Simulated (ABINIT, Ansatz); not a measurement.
# NaI (Fm-3m): G0W0 on several meshes in ABINIT, part 2 of 2

How does the mesh move the gap of NaI (Fm-3m)?

ABINIT 10.8.3; PBE and many-body steps on it, plane waves. Known limits of the many-body steps: not at the basis limit; no spin-orbit coupling.

So far. Step 4 (4×4×4): The gap on the mesh goes from 3.64 eV to 5.43 eV, a correction of +1.79 eV. Step 5 (Empty states on the mesh, 6×6×6 mesh, 76 bands): On this mesh the gap is 3.639 eV.

### 6. Screening, 6×6×6 mesh, 70 bands, screening to 114.3 eV

This step: RPA screening on PBE, plane waves, norm-conserving pseudopotentials.

Input file run.abi:

```
acell 3*1.0 Angstrom
rprim 
  0.000000000000 3.236400000000 3.236400000000
  3.236400000000 -0.000000000000 3.236400000000
  3.236400000000 3.236400000000 -0.000000000000
ntypat 2
znucl 11 53
natom 2
typat 1 2
xred 
  0.000000000000 0.000000000000 0.000000000000
  0.500000000000 0.500000000000 0.500000000000
pp_dirpath "pseudos"
pseudos "Na.upf, I.upf"
ecut 38
ngkpt 6 6 6
nshiftk 1
shiftk 0 0 0
kptopt 1
chksymbreak 0
istwfk *1
occopt 1
irdwfk 1
optdriver 3
nband 70
ecuteps 4.2
inclvkb 2
awtr 1
symchi 1
indata_prefix "in"
outdata_prefix "out"
tmpdata_prefix "tmp"
```

On the command line:

```
OMP_NUM_THREADS=1 mpirun -n 4 abinit run.abi > log
```

Numbers of over 12 decimals in the logs are rounded to 6 here.

The program printed:

```text
.Version 10.8.3 of ABINIT. v10.8.2 released Aug 2026.

 Symmetries : space group Fm -3 m (#225); Bravais cF (face-center cubic)
[... echo of the input left out ...]
== DATASET  1 ==================================================================
-   mpi_nproc: 4, omp_nthreads: 1 (-1 if OMP is not activated)

--- !DatasetInfo
iteration_state: {dtset: 1, }
dimensions: {natom: 2, nkpt: 16, mband: 70, nsppol: 1, nspinor: 1, nspden: 1, mpw: 5132, }
cutoff_energies: {ecut:  38.0, pawecutdg:  -1.0, }
electrons: {nelect:   1.60000000E+01, charge:   0.00000000E+00, occopt:   1.00000000E+00, tsmear:   1.00000000E-02, }

 SCREENING: Calculation of the susceptibility and dielectric matrices

 Based on a program developped by R.W. Godby, V. Olevano, G. Onida, and L. Reining.
 Incorporated in ABINIT by V. Olevano, G.-M. Rignanese, and M. Torrent.
.Using double precision arithmetic ; gwpc =  8

[... cell and pseudopotentials left out ...]
--------------------------------------------------------------------------------

 ==== K-mesh for the wavefunctions ====
 Number of points in the irreducible wedge :    16
[... list of points left out ...]
 Together with 48 symmetry operations and time-reversal symmetry
 yields   216 points in the full Brillouin Zone.

 ==== Q-mesh for the screening function ====
 Number of points in the irreducible wedge :    16
[... list of points left out ...]
 Together with 48 symmetry operations and time-reversal symmetry
 yields   216 points in the full Brillouin Zone.

 setmesh: FFT mesh size selected  =    32x   32x   32
          total number of points  =        32768

 vcoul_init : cutoff-mode = AUXILIARY_FUNCTION
 q-points for optical limit:   1
     1)      0.000010    0.000020    0.000030

- screening: taking advantage of time-reversal symmetry
- Maximum band index for partially occupied states nbvw = 8
- Remaining bands to be divided among processors   nbcw = 62
- Number of bands treated by each node ~15

 Number of electrons calculated from density =   16.0000; Expected =   16.0000
 average of density, n =  0.034971
 r_s =    1.8970
 omega_plasma =   18.0389 [eV]

 calculating chi0 at frequencies [eV] :
  1    0.000000E+00    0.000000E+00
  2    0.000000E+00    1.803886E+01

--------------------------------------------------------------------------------
  q-point number  1        q = ( 0.000000, 0.000000, 0.000000) [r.l.u.]
--------------------------------------------------------------------------------
[... chi0 elements left out ...]
 For q-point:  0.000010 0.000020 0.000030
  dielectric constant =   3.0900
  dielectric constant without local fields =   3.7784

  Average fulfillment of the sum rule on Im[epsilon] for q-point    1 :     57.56  [%]
[... wings left out ...]
  q-point number  2        q = ( 0.166667, 0.000000, 0.000000) [r.l.u.]
--------------------------------------------------------------------------------
[... chi0 elements left out ...]
  Average fulfillment of the sum rule on Im[epsilon] for q-point    2 :     71.43  [%]

 [... 14 further q-points ...]
```

Elapsed: 3.4 min, on 4 MPI ranks of Arm Neoverse N1, shared host; peak memory 1.4 GiB.

This step gave:

```
ε∞ with local fields, on this mesh, along the program's q direction : 3.09
the same without local fields                                       : 3.778
plasma frequency                                                    : 18.04 eV
plane waves in the screening matrix                                 : 169
```

### 7. 6×6×6

This step: G0W0 on PBE, plane waves, norm-conserving pseudopotentials.

run.abi, as its differences from that of step 6:

```diff
@@ -23,8 +23,15 @@
 irdwfk 1
-optdriver 3
+optdriver 4
 nband 70
+gwcalctyp 0
+ecutsigx 38
+symsigma 1
+nkptgw 1
+kptgw 
+  0.0000000000 0.0000000000 0.0000000000
+bdgw 
+  6 12
 ecuteps 4.2
-inclvkb 2
-awtr 1
-symchi 1
+irdscr 1
+ppmodel 1
 indata_prefix "in"
```

The program printed:

```text
.Version 10.8.3 of ABINIT. v10.8.2 released Aug 2026.

 Symmetries : space group Fm -3 m (#225); Bravais cF (face-center cubic)
[... echo of the input left out ...]
== DATASET  1 ==================================================================
-   mpi_nproc: 4, omp_nthreads: 1 (-1 if OMP is not activated)

--- !DatasetInfo
iteration_state: {dtset: 1, }
dimensions: {natom: 2, nkpt: 16, mband: 70, nsppol: 1, nspinor: 1, nspden: 1, mpw: 5132, }
cutoff_energies: {ecut:  38.0, pawecutdg:  -1.0, }
electrons: {nelect:   1.60000000E+01, charge:   0.00000000E+00, occopt:   1.00000000E+00, tsmear:   1.00000000E-02, }

 SIGMA: Calculation of the GW corrections

 Based on a program developped by R.W. Godby, V. Olevano, G. Onida, and L. Reining.
 Incorporated in ABINIT by V. Olevano, G.-M. Rignanese, and M. Torrent.
.Using double precision arithmetic ; gwpc =  8

[... cell and pseudopotentials left out ...]
--------------------------------------------------------------------------------

 ==== K-mesh for the wavefunctions ====
 Number of points in the irreducible wedge :    16
[... list of points left out ...]
 Together with 48 symmetry operations and time-reversal symmetry
 yields   216 points in the full Brillouin Zone.

 ==== Q-mesh for screening function ====
 Number of points in the irreducible wedge :    16
[... list of points left out ...]
 Together with 48 symmetry operations and time-reversal symmetry
 yields   216 points in the full Brillouin Zone.

 vcoul_init : cutoff-mode = AUXILIARY_FUNCTION
 q-points for optical limit:   1
     1)      0.000010    0.000020    0.000030
 setmesh: FFT mesh size selected  =    50x   50x   50
          total number of points  =       125000

 Number of electrons calculated from density =   16.0000; Expected =   16.0000
[...]
number of q-points in BZ                          216
 number of frequencies for dSigma/dE                 9
 frequency step for dSigma/dE [eV]                0.25
 number of omega for Sigma on real axis              0
 max omega for Sigma on real axis  [eV]           0.00
 zcut for avoiding poles [eV]                     0.10

 EPSILON^-1 parameters (SCR file):
 dimension of the eps^-1 matrix on file            169
 dimension of the eps^-1 matrix used               169
 number of plane-waves for wavefunctions          5065
 number of bands                                    70
 number of q-points in IBZ                          16
 number of frequencies                               2
 number of real frequencies                          1
 number of imag frequencies                          1

 matrix elements of self-energy operator (all in [eV])

 Perturbative Calculation

--- !SelfEnergy_ee
iteration_state: {dtset: 1, }
kpoint     : [   0.000,    0.000,    0.000, ]
spin       : 1
KS_gap     :    3.639
QP_gap     :    5.437
Delta_QP_KS:    1.797
data: !SigmaeeData |
     Band     E0 <VxcDFT>   SigX SigC(E0)      Z dSigC/dE  Sig(E)    E-E0       E
        6   0.107 -11.382 -14.333   1.519   0.803  -0.245 -12.532  -1.150  -1.042
        7   0.107 -11.382 -14.333   1.519   0.803  -0.245 -12.532  -1.150  -1.042
        8   0.107 -11.382 -14.333   1.519   0.803  -0.245 -12.532  -1.150  -1.042
        9   3.746  -7.316  -3.697  -2.849   0.841  -0.189  -6.668   0.648   4.394
       10   8.073  -7.144  -3.105  -3.168   0.829  -0.206  -6.422   0.722   8.795
       11   8.073  -7.144  -3.105  -3.168   0.829  -0.206  -6.422   0.722   8.795
       12   8.073  -7.144  -3.105  -3.168   0.829  -0.206  -6.422   0.722   8.795

== END DATASET(S) ==============================================================
================================================================================

 -outvars: echo values of variables after computation  --------
           etotal      0.0000000000E+00
            nband          70
             nkpt          16
          spgroup         225
 [... the other variables as echoed above ...]

 Calculation completed.
```

It took 11 s on 4 MPI ranks; peak memory 1.1 GiB.

Numbers from this step:

```yaml
g0w0_gap_on_the_points_computed: 5.436 eV
starting_gap_on_the_mesh: 3.639 eV
k_of_the_valence_top: 0, 0, 0
k_of_the_conduction_bottom: 0, 0, 0
z_at_the_valence_top: 0.803
z_at_the_conduction_bottom: 0.841
least_direct_g0w0_gap_on_the_computed_points: 5.436 eV
```

Against G0W0 in ABINIT (4×4×4 mesh, 70 bands, screening to 114.3 eV, Godby-Needs plasmon pole), the gap moves by +0.010 eV.

### 8. The runs together

Times are wall times on 4 MPI ranks of Arm Neoverse N1, shared host, good to a factor of about two. A run's time includes the screening step that it read.

```
  run   mesh  bands  screening cutoff (eV)  DFT gap (eV)  gap on the mesh (eV)  direct (eV)  ε∞ used     time
4×4×4  4×4×4     70                  114.3         3.639                 5.426        5.426     3.23     40 s
6×6×6  6×6×6     70                  114.3         3.639                 5.436        5.436     3.09  3.6 min
```

### 9. Summary of results

- 4×4×4: 5.426 eV
- 6×6×6: 5.436 eV
- known limits: not at the basis limit; no spin-orbit coupling

In words: 6×6×6: +0.010 eV against 4×4×4. Bands and cutoff are finite, so the gap is not at the basis limit. The miss can reach some tenths of an eV and take either sign; the mesh is an error of its own. In the G0W0 runs levels were corrected at 1 k point alone, so a gap called «on the mesh» is the least over those, and an edge elsewhere would be missed. The many-body steps are scalar-relativistic: spin-orbit coupling is not in them.

[Paths, hosts, dates, memory and timing lines, banners, echoed tables and standing remarks are left out of the program output.]

[Logs are printed without paths, hosts, clocks, repeated set-up lines and the standing remarks that a program may print on its own settings, such as how far it seeks lower states.]

[Runs of the session that timed out or met a known fault of the program may be left out.]

[Hosts, paths, dates, database ids (printed as entryN), source tags and the programs' standing remarks are cut or masked in the printed files.]

[G0W0 gaps are taken among the corrected bands and points alone; a level outside them can change the order at an edge.]

[Where Ansatz stands beside ABINIT at settings called matched, ABINIT's density can come from a denser mesh and the files from another edition; pairs whose starting gaps differed by over 0.03 eV were left out, so agreement reads better than it is.]
